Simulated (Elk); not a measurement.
## Magnetic state of FeGe from several starts

Wanted: the moments of FeGe and the energy of each order that was tried.

Method: PBE; all-electron APW+lo, Dirac cores, scalar-relativistic bands, in Elk 11.2.3 (patched build).

Most raw output is cut from this account.

## 1. Starting point

It takes space group P6/mmm (No. 191, hexagonal). Conventional cell: a = 4.998 Å, b = 4.998 Å, c = 4.116 Å, α = 90.00°, β = 90.00°, γ = 120.00°. Nearest to Fe lie 4 Fe at 2.50 Å and 6 Ge at 2.50 to 2.51 Å. Ge has 6 Fe at 2.50 Å nearest. Ge has 6 Fe at 2.51 Å nearest. Farther neighbours are not listed.

The cell comes from a database of computed structures and need not be the stable phase.

## 2. Start 1: ferro +++

The parallel start comes first: it fits the smallest cell, keeps the most symmetry and shows whether parallel moments form.

The last three numbers of an atom's line are a seed field in its sphere. It points against the wanted moment and shrinks by the factor reducebf each loop.

Contents of elk.in:

```
tasks
  0

xctype
  20

rgkmax
  7.0

nempty
  8

swidth
  0.003675

reducebf
  0.5

epsengy
  1e-05

maxscl
  100

lmaxi
  3

spinpol
  .true.

sppath
  './'

avec
  9.44409969445 0.00000000000 0.00000000000
  -4.72204984723 8.17883025124 0.00000000000
  0.00000000000 0.00000000000 7.77766174582

atoms
  2
  'Fe.in'
  3
  0.5000000000 0.0000000000 0.0000000000   0.000000 0.000000 -0.140000
  0.5000000000 0.5000000000 0.0000000000   0.000000 0.000000 -0.140000
  0.0000000000 0.5000000000 0.0000000000   0.000000 0.000000 -0.140000
  'Ge.in'
  3
  0.0000000000 0.0000000000 0.0000000000   0.000000 0.000000 0.000000
  0.3333333300 0.6666666700 0.5000000000   0.000000 0.000000 0.000000
  0.6666666700 0.3333333300 0.5000000000   0.000000 0.000000 0.000000

ngridk
  10 10 12
```

On the command line:

```
$ OMP_NUM_THREADS=4 elk
```

Run time: 17 min. Hardware: 4 threads of Arm Neoverse V1, shared host; peak memory 0.63 GiB; 66 min of CPU time.

Spin moment in the muffin-tin sphere by atom:

| atom | spin moment in the muffin-tin sphere (μB) |
| --- | --- |
| Fe1 | 1.49 |
| Fe2 | 1.49 |
| Fe3 | 1.49 |
| Ge4 | -0.09 |
| Ge5 | -0.06 |
| Ge6 | -0.06 |

This step gave:

```
density of states at the Fermi level : 4.883 states/eV/cell
moment between the spheres           : -0.09488 μB
magnetization                        : 4.170 μB
final state                          : ferromagnetic
```

After 21 cycles the largest moment stands at 1.49 μB.

## 3. Start 2: ferri ++-

Another pattern of signs weighs the neighbour shells otherwise.

elk.in, as its differences from that of step 2:

```diff
@@ -44,3 +44,3 @@
   0.5000000000 0.5000000000 0.0000000000   0.000000 0.000000 -0.140000
-  0.0000000000 0.5000000000 0.0000000000   0.000000 0.000000 -0.140000
+  0.0000000000 0.5000000000 0.0000000000   0.000000 0.000000 0.140000
   'Ge.in'
```

On the command line:

```
$ OMP_NUM_THREADS=4 elk
```

Run time: 67 min. Hardware: 4 threads; peak memory 0.78 GiB.

Spin moment in the muffin-tin sphere by atom:

| atom | spin moment in the muffin-tin sphere (μB) |
| --- | --- |
| Fe1 | 1.01 |
| Fe2 | 1.01 |
| Fe3 | -1.70 |
| Ge4 | -0.01 |
| Ge5 | -0.01 |
| Ge6 | -0.01 |

Numbers from this step:

```yaml
density_of_states_at_the_fermi_level: 6.857 states/eV/cell
moment_between_the_spheres: -0.01980 μB
magnetization: 0.2746 μB
final_state: ferrimagnetic
```

It lies 128 meV a seeded atom over the first start, and its largest moment is 1.70 μB against 1.49 μB.

## 4. Start 3: no spin polarisation

This run holds no moments, which gives a state to set the others against.

elk.in, as its differences from that of step 3:

```diff
@@ -15,5 +15,2 @@
 
-reducebf
-  0.5
-
 epsengy
@@ -26,5 +23,2 @@
   3
-
-spinpol
-  .true.
 
@@ -42,5 +36,5 @@
   3
-  0.5000000000 0.0000000000 0.0000000000   0.000000 0.000000 -0.140000
-  0.5000000000 0.5000000000 0.0000000000   0.000000 0.000000 -0.140000
-  0.0000000000 0.5000000000 0.0000000000   0.000000 0.000000 0.140000
+  0.5000000000 0.0000000000 0.0000000000   0.000000 0.000000 0.000000
+  0.5000000000 0.5000000000 0.0000000000   0.000000 0.000000 0.000000
+  0.0000000000 0.5000000000 0.0000000000   0.000000 0.000000 0.000000
   'Ge.in'
```

On the command line:

```
$ OMP_NUM_THREADS=4 elk
```

It took 1.9 min on 4 threads; peak memory 0.27 GiB.

Numbers from this step:

- density of states at the Fermi level: 12.91 states/eV/cell
- final state: non-magnetic (no spin polarisation)

It lies 213 meV a seeded atom over the first start.

## 5. The states side by side

These are free energies at a smearing of 0.1 eV, so its entropy term is in the differences. They are divided by the number of seeded atoms, so that cells of unlike size compare.

Orders:

| start | final state | typed order kept | energy over the lowest (meV a seeded atom) | largest sphere moment (μB) | net moment (μB a primitive cell) | DOS at the Fermi level (states/eV a primitive cell) | mesh matched | CPU time (s) |
| --- | --- | --- | --- | --- | --- | --- | --- | --- |
| ferro +++ | ferromagnetic | yes | 0 | 1.49 | 4.17 | 4.883 | yes | 3976 |
| ferri ++- | ferrimagnetic | yes | 128.3 | 1.705 | 0.2746 | 6.857 | yes | 16004 |
| no spin polarisation | non-magnetic | - | 212.7 | 0 | 0 | 12.91 | yes | 444.2 |

## 6. Outcome

```
lowest state found                 : ferromagnetic (typed ferro +++)
largest site moment                : 1.49 μB
next state                         : ferrimagnetic, 128 meV a seeded atom higher
energy gained by spin polarisation : 213 meV a seeded atom
```

The lowest state found is ferromagnetic, reached from the start ferro +++, with moments up to 1.49 μB. The next state costs 128 meV a seeded atom. This is the lowest of 3 finished starts, no proof of the ground state.

[Logs and program files are shortened in this print: banners, set-up blocks, solver, clock and traceback lines can be left out without a mark of their own.]

[Logs are printed without paths, hosts, clocks, repeated set-up lines and the standing remarks that a program may print on its own settings, such as how far it seeks lower states.]

[Hosts, paths, dates, database ids (printed as entryN), source tags and the programs' standing remarks are cut or masked in the printed files.]

[Where a cell is said to come from a database of computed structures, the database is the Materials Project.]
